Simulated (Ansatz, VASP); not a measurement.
Two plane-wave programs on RbH2

```
Rb H
1.0
     4.11250    0.00000    0.00000
     2.01762    4.26953    0.00000
     2.01650    0.67224    7.23514
Rb H
2 4
Direct
  0.33378 0.63159 0.87732
  0.27311 0.22873 0.39672
  0.95947 0.19500 0.06369
  0.73093 0.54365 0.16823
  0.62779 0.70676 0.21022
  0.88062 0.82051 0.58969
```

Alike in both runs: functional PBE; k mesh 6 × 4 × 4; occupations gaussian, width 0.1 eV; no spin polarisation.

Ansatz relaxed the structure, and its values are those at the end. VASP's run is a single point on that final structure, the one shown.

```csv
,VASP,Ansatz
version,VASP 6.6.1,Ansatz 0.2.0
potentials or method,"VASP PAW PBE potentials, release 64 (Rb_sv, H)","scalar-relativistic, plane waves, PAW"
plane-wave cutoff (eV),520,420
valence electrons in the cell,22,22
```

Ansatz gave:

```
gap on the k mesh at the Fermi level (eV) : 3.16
least direct gap on the mesh (eV)         : 3.40
pressure (GPa)                            : 0.0
rms of the force components (eV/Å)        : 0.002
```

Task: Estimate VASP's values.

Result: gap on the k mesh at the Fermi level (eV): 3.16; least direct gap on the mesh (eV): 3.40; pressure (GPa): 0.0; rms of the force components (eV/Å): 0.003.

The functional is the same, so the differences come from potentials, cutoffs and numerics.

A k mesh can miss the band edges.
